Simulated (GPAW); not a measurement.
**SnO2 (Cassiterite) in GPAW: the effect of functional**

SnO2 (Cassiterite):

```
Sn O
1.0
     4.73800    0.00000    0.00000
     0.00000    4.73800    0.00000
     0.00000    0.00000    3.18650
Sn O
2 4
Direct
  0.50000 0.50000 0.50000
  0.00000 0.00000 0.00000
  0.80710 0.19290 0.50000
  0.69290 0.69290 0.00000
  0.19290 0.80710 0.50000
  0.30710 0.30710 0.00000
```

Alike in all runs:

```yaml
Program: GPAW 26.7.0
Task: phonons
Cutoff: 680 eV
Basis: pw
k_mesh: 4 × 4 × 5
Occupations: fermi-dirac, width 0.05 eV
Spin: no spin polarisation
```

Each run relaxes the cell or the atoms first.

Q: One run gave: relaxed volume 11.74 Å³/atom; gap on the mesh 1.31 eV; highest phonon frequency 757 cm⁻¹. Which functional did it use?
A. PBEsol
B. LDA
C. r2SCAN

A: B.

| functional | potentials or basis | relaxed volume (Å³/atom) | gap on the mesh (eV) | highest phonon frequency (cm⁻¹) |
| --- | --- | --- | --- | --- |
| LDA | the program's PAW data sets (release 1.2.1) made for this functional | 11.74 | 1.31 | 757 |
| PBEsol | PAW data sets generated in the run's folder for this functional | 12.09 | 1.02 | 737 |
| r2SCAN | GPAW PAW data sets (gpaw-data 1.2.1) | 12.00 | 1.91 | 762 |

Caveats: the cutoff is short for stress and forces, so pressures can be off by a GPa or more; the LO-TO splitting is left out; spin-orbit coupling is left out, which moves the levels of the heavy elements; the PAW data sets were made with another functional, which shifts forces and pressure a little (some runs).

Runs at the PBE level aren't shown here.
